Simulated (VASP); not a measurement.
A run of VASP 6.6.1 is set up as follows.

File INCAR:

```
SYSTEM = MoP
PREC = Accurate ; ENCUT = 520
EDIFF = 1E-6 ; ISMEAR = 1
SIGMA = 0.1 ; LREAL = .FALSE.
LASPH = .TRUE. ; NELM = 80
ALGO = Normal ; ISIF = 2
LWAVE = .FALSE. ; LCHARG = .FALSE.
MAGMOM = 0 0 0 0 0 0 ; LORBIT = 11
LSORBIT = .TRUE. ; GGA_COMPAT = .FALSE.
LMAXMIX = 4 ; GGA = PE
KPAR = 4
```

KPOINTS

```
regular mesh
0
G
  15 15 11
  0 0 0
```

POSCAR

```
MoP                                     
1.0
    3.2085536237      0.0000000000      0.0000000000
   -1.6042768118      2.7786889475     -0.0000000000
   -0.0000000000      0.0000000000      3.1732854668
  Mo              P             
     1     1
Direct
     0.0000000000000000    0.0000000000000000    1.0000000000000000
     0.3333333332999970    0.6666666667000030    0.5000000000000000
```

Contents of KPOINTS_OPT:

```
explicit points
258
Reciprocal
 0.0000000000  0.0000000000  0.0000000000 1
 0.0263157895  0.0000000000  0.0000000000 1
 0.0526315789  0.0000000000  0.0000000000 1
 0.0789473684  0.0000000000  0.0000000000 1
 0.1052631579  0.0000000000  0.0000000000 1
 0.1315789474  0.0000000000  0.0000000000 1
[... 250 lines left out ...]
 0.5000000000  0.0000000000  0.0177752200 1
 0.5000000000  0.0000000000 -0.0177752200 1
```

Potentials or basis: VASP PAW PBE potentials, release 64 (Mo_sv, P).

The run is started by

```console
$ cat potpaw_PBE.64/Mo_sv/POTCAR potpaw_PBE.64/P/POTCAR > POTCAR
$ mpirun -np 4 vasp_ncl > vasp.out
```

Q: Estimate the pressure.

A: 6.4 GPa.

Stress tensor (GPa, compression positive):
```
6.19 0.00 0.00
0.00 6.19 0.00
0.00 0.00 6.73
```
